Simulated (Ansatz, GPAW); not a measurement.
One calculation of WC, 3 ways

```
W C
1.0
     0.00000    2.19268    2.19268
     2.19268    0.00000    2.19268
     2.19268    2.19268    0.00000
W C
1 1
Cartesian
  0.0000 0.0000 0.0000
  2.1927 2.1927 2.1927
```

The cell is a database's computed one, not the measured one.

Alike in all runs: task equation of state; functional PBEsol; k mesh 10 × 10 × 10; occupations fermi-dirac, width 0.05 eV; no spin polarisation; no spin-orbit coupling.

```csv
program and potentials,plane-wave cutoff (eV),notes,equilibrium volume (Å³/atom),bulk modulus (GPa)
"Ansatz, Ansatz PAW",420,"potentials made for PBE, which Ansatz adapts in part",10.25,390.0
"Ansatz, all-electron LAPW, scalar-relativistic",-,-,10.25,388.8
"GPAW, PAW data sets generated for this functional",800,-,10.24,390.8
```

The equilibrium volume spans 10.24 (GPAW, PAW data sets generated for this functional) to 10.25 Å³/atom (Ansatz, Ansatz PAW), with all-electron results at 10.25. The bulk modulus spans 388.8 (Ansatz, all-electron LAPW, scalar-relativistic) to 390.8 GPa (GPAW, PAW data sets generated for this functional), with all-electron results at 388.8.

The functional is the same throughout but for its coding, so the spread measures potentials, basis and numerics; runs on potential files found faulty are left out.
